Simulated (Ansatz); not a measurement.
An Ansatz run on Si (Fd-3m) from a database structure left the output below. The geometry is the r2SCAN minimum.

The cell given to it:
```
CELL_PARAMETERS angstrom
0.00000 2.72212 2.72212
2.72212 0.00000 2.72212
2.72212 2.72212 0.00000
ATOMIC_POSITIONS crystal
Si 0.25000 0.25000 0.25000
Si 0.00000 0.00000 0.00000
```

Main lines of the log:
```
Pseudopotential: Si, paw, valence charge 4, recommended cutoff 500 eV (meta_gga)
Functional definition: r2SCAN
Crystal: 2 atoms, lattice volume = 40.341 Å³
Basis set: ecut = 500 eV, 965 PW (Γ)
Bands: 8, of which v1, the nominal top of the filled ones, is band 4 counted from 1 (3 counted from 0)
Symmetry: 48 space group operations
Space group: Fd-3m (ITA 227)
k-points: 8 of 64
preconditioner: auto → none  [insulator: Δε(μ)=0.886 eV  ℏωp=16.5 eV]
Free energy (F): -1277.954072 eV
Fermi energy:    6.112654 eV
--- Per-component energies (eV) ---
  E_band       = 6.867246
  E_kinetic    = 81.385021
  E_local      = -54.234368
  E_nonlocal   = 49.904662
  E_hartree    = 15.286671
  E_xc         = -103.060608
  E_vxc        = -99.546685
  E_paw        = -1039.119124
  E_vpaw       = -5.096798
  E_vtau       = 3.882019
  E_ewald      = -227.963468
  E_core_change = -0.152866
--- G₀W₀: contour deformation, 7 samples at zero and on the imaginary axis and 2 off it, 64 q-points, 151 empty bands' worth ---
    ik  band        ε_KS         Σx   Σc(E_QP)       V_xc       Z   E_QP_lin       E_QP  E_QP is
     0     3      6.1127   -14.8937     1.1378   -13.3123  0.7730     5.6675     5.6691  root
     0     4      6.1127   -14.8937     1.1378   -13.3123  0.7730     5.6675     5.6691  root
     0     5      8.8425    -6.8801    -4.2932   -11.2911  0.7696     8.9605     8.9602  root
     0     6      8.8425    -6.8801    -4.2932   -11.2911  0.7696     8.9605     8.9602  root
     1     3      5.3090   -14.7940     1.3245   -13.0557  0.7680     4.8936     4.8953  root
     1     4      5.3090   -14.7940     1.3245   -13.0557  0.7680     4.8936     4.8953  root
     1     5      8.4368    -7.6040    -4.2609   -11.8512  0.7745     8.4231     8.4231  root
     1     6      9.8405    -6.5843    -4.5555   -11.2122  0.7669     9.9129     9.9128  root
     2     3      4.8423   -15.0519     1.5640   -13.0682  0.7635     4.4205     4.4226  root
     2     4      4.8423   -15.0519     1.5640   -13.0682  0.7635     4.4205     4.4226  root
     2     5      7.9512    -7.7667    -4.1540   -11.8873  0.7787     7.9178     7.9178  root
     2     6      9.6723    -5.8287    -4.5406   -10.4306  0.7634     9.7336     9.7336  root
     3     3      4.1246   -14.6828     1.7062   -12.5803  0.7572     3.7260     3.7284  root
     3     4      4.1246   -14.6828     1.7062   -12.5803  0.7572     3.7260     3.7284  root
     3     5      7.4232    -6.4525    -3.9449   -10.3948  0.7833     7.4206     7.4206  root
     3     6      9.5331    -5.3460    -4.5147    -9.7950  0.7701     9.4676     9.4675  root
     6     3      3.1113   -15.0317     2.1820   -12.4578  0.7432     2.7170     2.7195  root
     6     4      3.1113   -15.0317     2.1820   -12.4578  0.7432     2.7170     2.7195  root
     6     5      7.0147    -5.8727    -3.9034    -9.7250  0.7885     6.9635     6.9635  root
     6     6      7.0147    -5.8727    -3.9034    -9.7250  0.7885     6.9635     6.9635  root
     7     3      2.1037   -14.2540     2.3140   -11.5763  0.7368     1.7375     1.7400  root
     7     4      2.1037   -14.2540     2.3140   -11.5763  0.7368     1.7375     1.7400  root
     7     5     10.6849    -5.7507    -4.5864   -10.2057  0.7633    10.5539    10.5536  root
     7     6     10.6849    -5.7507    -4.5864   -10.2057  0.7633    10.5539    10.5536  root
```

The points are ik 0 = (0, 0, 0) (Γ), ik 1 = (0, 0, 1/4), ik 2 = (0, 0, -1/2), ik 3 = (0, 1/4, 1/4), ik 6 = (0, -1/2, -1/2), ik 7 = (1/4, -1/2, -1/4); band 4 is the last filled one.

Problem. Reconstruct the input.

Solution.
```yaml
crystal:
  # lattice and atoms as above
kpoints:
  mp_grid: { grid: [4, 4, 4] }
hamiltonian:
  xc: r2scan
scf:
  occupations: { method: fixed }
gw:
  n_empty_bands: 151
  ecut_chi: 140
  qp_bands: [v2, c2]
  qp_kpoints: band_edges
  screening: { model: contour_deformation }
```
The quasiparticle table needs the gw block. The term E_vtau belongs to a meta-GGA, which reads the kinetic-energy density. Not every key shows in the log; this is the file that was used.

Command: `ansatz run input.yaml --threads 4 --pin off --max-ram 5529MiB --backend cpu --events-out ev --progress --plain --runs-dir out`. Wall time 3.2 s on 4 threads of Intel(R) Xeon(R) 6975P-C (Granite Rapids) (shared host); peak host memory 0.52 GiB.

Spin-unpolarised throughout; all numbers are computed.

For so narrow a gap this mesh doesn't settle the screening, and the bands and cutoff are finite.
